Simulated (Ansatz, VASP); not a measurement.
**Two plane-wave programs on MgI2**

The input INCAR:

```
SYSTEM = MgI2
ALGO     = Normal         ! electronic algorithm
EDIFF    = 1E-7           ! SCF threshold, eV
ENCUT    = 520            ! plane-wave cutoff, eV
GGA      = PE             ! functional
ISIF     = 2              ! what is computed and relaxed
ISMEAR   = 0              ! smearing method
LASPH    = .True.         ! aspherical terms in the spheres
LCHARG   = .True.         ! write CHGCAR
LELF     = .True.         ! ELF
LREAL    = .False.        ! projectors in reciprocal space
LVHAR    = .True.       
LWAVE    = .False.        ! write WAVECAR
NBANDS   = 15             ! bands
NELM     = 60             ! most SCF steps
PREC     = Accurate       ! precision mode
SIGMA    = 0.05           ! smearing width, eV
```

The input KPOINTS:

```
k-points
0
Gamma
  6 6 4
  0 0 0
```

File POSCAR:

```
MgI2
1.0
    4.1537001214      0.0000000000      0.0000000000
   -2.0768500607      3.5972098248      0.0000000000
    0.0000000000      0.0000000000      6.8620000000
Mg I
1 2
Direct
   -0.0402781269     -0.0294856354      0.0000000000
    0.3333333333      0.6666666667      0.7576300000
    0.6666666667      0.3333333333      0.2423700000
```

Input for Ansatz:

```yaml
crystal:
  lattice:
    - [4.1537001214, 0.0, 0.0]
    - [-2.0768500607, 3.5972098248, 0.0]
    - [0.0, 0.0, 6.862]
  atoms:
    - { symbol: Mg, position: [-0.0402781269, -0.0294856354, 0.0] }
    - { symbol: I, position: [0.3333333333, 0.6666666667, 0.75763] }
    - { symbol: I, position: [0.6666666667, 0.3333333333, 0.24237] }
basis:
  ecutwfc: 420
kpoints:
  mp_grid: { grid: [6, 6, 4] }
hamiltonian:
  xc: pbe
scf:
  occupations: { method: gaussian, width: 0.05 }
output:
  forces: true
  stress: true
  eigenvalues: true
```

Change from the starting cell: all Mg atoms moved -0.150 Å, as atom 1 along Cartesian [1 1 0].

Alike in both runs: task single point; functional PBE; k mesh 6 × 6 × 4; occupations gaussian, width 0.05 eV; no spin polarisation.

|  | VASP | Ansatz |
| --- | --- | --- |
| version | VASP 6.6.1 | Ansatz 0.2.0 |
| potentials or method | VASP PAW PBE potentials, release 64 (Mg, I) | scalar-relativistic, plane waves, PAW |
| plane-wave cutoff (eV) | 520 | 420 |
| valence electrons in the cell | 16 | 44 |

Ansatz gave:

| Quantity | Value |
| --- | --- |
| gap on the k mesh at the Fermi level (eV) | 3.52 |
| least direct gap on the mesh (eV) | 3.70 |
| pressure (GPa) | 1.5 |
| largest component of the traceless stress (GPa) | 0.22 |
| rms of the force components (eV/Å) | 0.164 |

Q: Which values does VASP return?

A: gap on the k mesh at the Fermi level (eV): 3.50; least direct gap on the mesh (eV): 3.68; pressure (GPa): 1.4; largest component of the traceless stress (GPa): 0.23; rms of the force components (eV/Å): 0.163.

Atom by atom the forces differ by 0.005 eV/Å (rms over components). The two sets of potentials don't hold the same shells in valence.

Caveats: spin-orbit coupling is left out, which moves the levels of the heavy elements. A k mesh can miss the band edges.
